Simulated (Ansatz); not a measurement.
Notes on Si

```
CELL_PARAMETERS angstrom
2.15562 3.64853 0.00000
2.15562 -3.64853 0.00000
0.00000 0.00000 -4.30552
ATOMIC_POSITIONS crystal
Si 0.15250 0.84750 0.92150
Si 0.34750 0.65250 0.42150
Si 0.84750 0.15250 0.07850
Si 0.65250 0.34750 0.57850
```

Level: PBE, no spin polarisation; 420 eV; 7×7×6 Γ-centred mesh; cold occupations (width 0.0229 eV); Ansatz 0.2.0, fixed geometry.

At the Fermi level: It is a metal, with about 1.8 states/eV a cell as the mean within 0.25 eV of the Fermi level, mostly Si p (71 %) and Si s (21 %).
Forces: The largest is on Si1 (and as large on other atoms): 1.12 eV/Å, components (0.00, 0.89, 0.67). It makes 160° with the line to a nearest neighbour, Si3 at 2.33 Å, pointing away from it.
Stress: The pressure is 0.1 GPa (compression positive), so with the atoms held at these fractions the cell is close to zero pressure; the forces are large, so a full relaxation may end otherwise. The principal stresses -3.1, -1.4, 4.9 GPa differ, so its shape would change too.

Origin: a known structure type with other elements, at an estimated volume, so it need not be a known compound.
